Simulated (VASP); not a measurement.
# PbS (Galena): relaxation of the atoms with PBEsol

PbS (Galena):

```
CELL_PARAMETERS angstrom
0.00000 2.89149 2.89149
2.89149 0.00000 2.89149
2.89149 2.89149 0.00000
ATOMIC_POSITIONS crystal
Pb 0.00000 0.00000 0.00000
S 0.50000 0.50000 0.50000
```

The cell isn't the ideal one: a relaxed cell with its volume scaled by 0.94.

| Quantity | Value |
| --- | --- |
| Program | VASP 6.6.1 |
| Task | relaxation of the atoms |
| Functional | PBEsol |
| Potentials or basis | VASP PAW PBE potentials, release 64 (Pb_d, S) |
| Cutoff | 600 eV |
| k mesh | 8 × 8 × 8 |
| Occupations | gaussian, width 0.03 eV |
| Spin | no spin polarisation |
| Further INCAR settings | ALGO = Normal; EDIFF = 1e-07; IBRION = 2; EDIFFG = -0.01; NSW = 40 |

```
Pressure after relaxing : 4.0 GPa
Band gap on the k mesh  : 0.06 eV, direct
```

Final structure:
```cif
data_structure
_symmetry_space_group_name_H-M 'P 1'
_symmetry_Int_Tables_number 1
_cell_length_a 4.0892
_cell_length_b 4.0892
_cell_length_c 4.0892
_cell_angle_alpha 60.000
_cell_angle_beta 60.000
_cell_angle_gamma 60.000
_cell_volume 48.35
loop_
_atom_site_label
_atom_site_type_symbol
_atom_site_fract_x
_atom_site_fract_y
_atom_site_fract_z
_atom_site_occupancy
Pb1 Pb 0.00000 0.00000 0.00000 1
S1 S 0.50000 0.50000 0.50000 1
```

Levels at points of the mesh, in eV from the valence-band top:
| k point | band 8 | band 9 | band 10 | band 11 | band 12 | band 13 |
| --- | --- | --- | --- | --- | --- | --- |
| (0.00, 0.00, 0.00) | -2.61 | -2.61 | -2.61 | 5.34 | 5.34 | 5.34 |
| (0.50, 0.00, 0.00) | -2.15 | -2.15 | 0.00 | 0.06 | 1.66 | 1.66 |
| (0.50, 0.50, 0.00) | -5.99 | -4.03 | -4.03 | 3.33 | 5.73 | 5.89 |

Wall time 17 s on 1 thread of Intel(R) Xeon(R) 6975P-C (Granite Rapids) (shared host), peak memory 0.2 GiB.

Caveat: the relaxation stopped at its first step, so nothing moved; the PAW data sets were made with another functional, which shifts forces and pressure a little; spin-orbit coupling is left out, which as a rule narrows the gap of such compounds by several tenths of an eV. A k mesh can miss the band edges.
